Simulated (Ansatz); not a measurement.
**How the geometry moves the gap of BaS (Fm-3m)**

How far does the choice of cell move the gap? The case is BaS (Fm-3m).

Main program and level: Ansatz 0.2.0; PBE, HSE06 and G0W0, plane waves, PAW.

Report form: the programs' logs are mostly left out.

### Step 1. The structure

The structure is cubic, space group Fm-3m (No. 225). Conventional cell: a = 6.388 Å, b = 6.388 Å, c = 6.388 Å, α = 90.00°, β = 90.00°, γ = 90.00°. Ba has 6 S at 3.19 Å nearest. Nearest to S lie 6 Ba at 3.19 Å. Farther neighbours and most contacts between anions are not listed.

The cell and positions come from the Crystallography Open Database and are kept as given unless a step says otherwise. Spin-orbit coupling is left out unless a step names it.

### Step 2. PBE bands at the given cell

The cheap functional maps the bands first; the places of the edges decide which points the dearer methods must see.

This step: DFT, PBE, plane waves, PAW; PAW set soft_1.

File input.yaml:

```yaml
crystal:
  lattice:
    - [0.0, 3.19375, 3.19375]
    - [3.19375, 0.0, 3.19375]
    - [3.19375, 3.19375, 0.0]
  atoms:
    - { symbol: Ba, position: [0.0, 0.0, 0.0] }
    - { symbol: S, position: [0.5, 0.5, 0.5] }
kpoints:
  mp_grid: { grid: [6, 6, 6] }
  band_path:
    path:
      - [[0.0, 0.0, 0.0], [0.5, 0.0, 0.5], [0.625, 0.25, 0.625]]
      - [[0.375, 0.375, 0.75], [0.0, 0.0, 0.0], [0.5, 0.5, 0.5], [0.5, 0.25, 0.75], [0.5, 0.0, 0.5]]
    npoints: 10
hamiltonian:
  xc: pbe
  pseudopotentials: { kind: paw, azcp: { folder: soft_1 } }
scf:
  occupations: { method: fermi_dirac, width: 0.02 }
  n_extra_bands: 4
output:
  eigenvalues: true
```

The run is started by

```console
$ ansatz run input.yaml --threads 24 --pin off --max-ram 82944MiB --backend cuda --events-out ev --progress --plain --runs-dir out --devices 1 --max-vram 78GiB
```

Elapsed: 1.1 s, on 1 × NVIDIA GB200 (shared by 2 runs) with 24 threads of Arm Neoverse V2, shared host; peak memory 1.1 GiB.

Numbers from this step:

- filled bands: 8
- gap: 2.206 eV
- valence top at: Γ
- conduction bottom at: X
- least direct gap: 2.311 eV

The gap is indirect, with the least direct gap 0.10 eV higher.

### Step 3. The relaxed cell

Cell and ions were relaxed with PBE; that run is not shown. It left this cell:

It takes space group Fm-3m (No. 225, cubic). Conventional cell: a = 6.429 Å, b = 6.429 Å, c = 6.429 Å, α = 90.00°, β = 90.00°, γ = 90.00°. Nearest to Ba lie 6 S at 3.21 Å. Nearest to S lie 6 Ba at 3.21 Å. Farther neighbours and most contacts between anions are not listed.

### Step 4. PBE at the relaxed cell

The cell differs from the one that the last finished run ended in (a 4.517 → 4.546 Å, b 4.517 → 4.546 Å, c 4.517 → 4.546 Å).

input.yaml: that of step 2 with these lines changed.

```diff
@@ -2,5 +2,5 @@
   lattice:
-    - [0.0, 3.19375, 3.19375]
-    - [3.19375, 0.0, 3.19375]
-    - [3.19375, 3.19375, 0.0]
+    - [0.0, 3.2144944542, 3.2144944542]
+    - [3.2144944542, 0.0, 3.2144944542]
+    - [3.2144944542, 3.2144944542, 0.0]
   atoms:
```

Wall time 1.1 s (1 × NVIDIA GB200 (shared by 2 runs) with 24 threads); peak memory 1.1 GiB.

This step gave:

- gap: 2.233 eV
- valence top at: Γ
- conduction bottom at: X
- least direct gap: 2.350 eV

The gap is indirect, with the least direct gap 0.12 eV higher.

### Step 5. HSE06 at the relaxed cell

The screened hybrid is the usual rung above semilocal functionals: a quarter of exact exchange, cut off beyond a few ångström.

This step: DFT, HSE06, plane waves, PAW; PAW set soft_1.

input.yaml, the sections that differ from step 4:

```yaml
kpoints:
  mp_grid: { grid: [4, 4, 4] }
  band_path:
    path:
      - [0.0, 0.0, 0.0]
      - [0.5, 0.0, 0.5]
      - [0.625, 0.25, 0.625]
      - [0.375, 0.375, 0.75]
      - [0.5, 0.5, 0.5]
      - [0.5, 0.25, 0.75]
    npoints: 1
hamiltonian:
  xc: hse06
  pseudopotentials: { kind: paw, azcp: { folder: soft_1 } }
scf:
  occupations: { method: fixed }
  n_extra_bands: 4
# crystal, output: as in step 4
```

The job ended after 3.1 s (1 × NVIDIA GB200 (shared by 2 runs) with 24 threads; peak memory 1.2 GiB; 10 s of CPU time).

Numbers from this step:

```
gap                  : 3.142 eV
valence top at       : Γ
conduction bottom at : X
least direct gap     : 3.282 eV
```

The gap stands +0.91 eV against PBE.

### Step 6. G0W0 at the relaxed cell

G0W0 replaces the xc potential by the self-energy, built once from these orbitals. Only a window of levels is corrected, while the sums run over the empty bands that the input names. This step takes PAW set soft_1 files.

This step: G0W0 on PBE, plane waves, PAW; PAW set soft_1.

File input.yaml:

```yaml
crystal:
  lattice:
    - [0.0, 3.2144944542, 3.2144944542]
    - [3.2144944542, 0.0, 3.2144944542]
    - [3.2144944542, 3.2144944542, 0.0]
  atoms:
    - { symbol: Ba, position: [0.0, 0.0, 0.0] }
    - { symbol: S, position: [0.5, 0.5, 0.5] }
kpoints:
  mp_grid: { grid: [4, 4, 4] }
hamiltonian:
  xc: pbe
  pseudopotentials: { kind: paw, azcp: { folder: soft_1 } }
scf:
  occupations: { method: fixed }
gw:
  n_empty_bands: 198
  ecut_chi: 120
  qp_bands: [v2, c2]
  qp_kpoints: band_edges
  screening: { model: contour_deformation }
```

Run time: 2.6 s. Hardware: 1 × NVIDIA GB200 (shared by 2 runs) with 24 threads; peak memory 1.3 GiB.

This step gave:

```yaml
bands_summed: 206
rpa_eps_infinity_on_this_mesh_eigenvalues: 4.586, 4.586, 4.586
plane_waves_in_the_screening_matrix: 181
g0w0_gap_on_the_mesh: 3.447 eV
k_of_the_valence_top: 0, 0, 0
k_of_the_conduction_bottom: 0, -0.5, -0.5
starting_gap_on_the_mesh: 2.230 eV
least_direct_g0w0_gap_on_the_computed_points: 3.590 eV
```

The gap on the mesh goes from 2.23 eV to 3.45 eV, a correction of +1.22 eV. Between the two edge states, bare exchange in place of the xc potential would open the gap by 6.91 eV, and correlation takes back 5.69 eV.

### Step 7. G0W0 at the given cell

input.yaml, the sections that differ from step 6:

```yaml
crystal:
  lattice:
    - [0.0, 3.19375, 3.19375]
    - [3.19375, 0.0, 3.19375]
    - [3.19375, 3.19375, 0.0]
  atoms:
    - { symbol: Ba, position: [0.0, 0.0, 0.0] }
    - { symbol: S, position: [0.5, 0.5, 0.5] }
gw:
  n_empty_bands: 194
  ecut_chi: 120
  qp_bands: [v2, c2]
  qp_kpoints: band_edges
  screening: { model: contour_deformation }
# kpoints, hamiltonian, scf: as in step 6
```

Run time: 2.7 s. Hardware: 1 × NVIDIA GB200 (shared by 2 runs) with 24 threads; peak memory 1.3 GiB; 6.9 s of CPU time.

Numbers from this step:

```yaml
bands_summed: 202
rpa_eps_infinity_on_this_mesh_eigenvalues: 4.646, 4.646, 4.646
plane_waves_in_the_screening_matrix: 181
g0w0_gap_on_the_mesh: 3.408 eV
k_of_the_valence_top: 0, 0, 0
k_of_the_conduction_bottom: 0, -0.5, -0.5
starting_gap_on_the_mesh: 2.202 eV
least_direct_g0w0_gap_on_the_computed_points: 3.538 eV
```

The gap on the mesh goes from 2.20 eV to 3.41 eV, a correction of +1.21 eV. Between the two edge states, bare exchange in place of the xc potential would open the gap by 6.91 eV, and correlation takes back 5.70 eV.

### Step 8. Together

G0W0 rows are gaps on the mesh, lowered by the amount that the mesh misses the start's edges, a rough step that assumes the same correction there.

```
   level  given cell (eV)  relaxed cell (eV)  change (eV)
     PBE             2.21               2.23        +0.03
   HSE06                -               3.14            -
G0W0@PBE             3.41               3.45        +0.04
```

### Step 9. What came out

```json
{
 "volume change": "+2.0 %",
 "PBE, given cell": "2.21 eV",
 "PBE, relaxed cell": "2.23 eV",
 "HSE06, relaxed cell": "3.14 eV",
 "G0W0@PBE, relaxed cell": "3.45 eV",
 "G0W0@PBE, given cell": "3.41 eV",
 "known limits": "not at the basis limit; no spin-orbit coupling"
}
```

What this shows: Relaxation changes the volume by +2.0 % and the gap by +0.03 eV (PBE) and +0.04 eV (G0W0@PBE). Bands and cutoff are finite, so the gap is not at the basis limit. The miss can reach some tenths of an eV and take either sign; the mesh is an error of its own. The many-body steps are scalar-relativistic: spin-orbit coupling is not in them.

[Paths, hosts, dates, memory and timing lines, banners, echoed tables and standing remarks are left out of the program output.]

[Logs are printed without paths, hosts, clocks, repeated set-up lines and the standing remarks that a program may print on its own settings, such as how far it seeks lower states.]

[Runs of the session that timed out or met a known fault of the program may be left out.]

[Cells called generated may have been cut or substituted from an entry of the Crystallography Open Database or the Materials Project.]

[Hosts, paths, dates, database ids (printed as entryN), source tags and the programs' standing remarks are cut or masked in the printed files.]
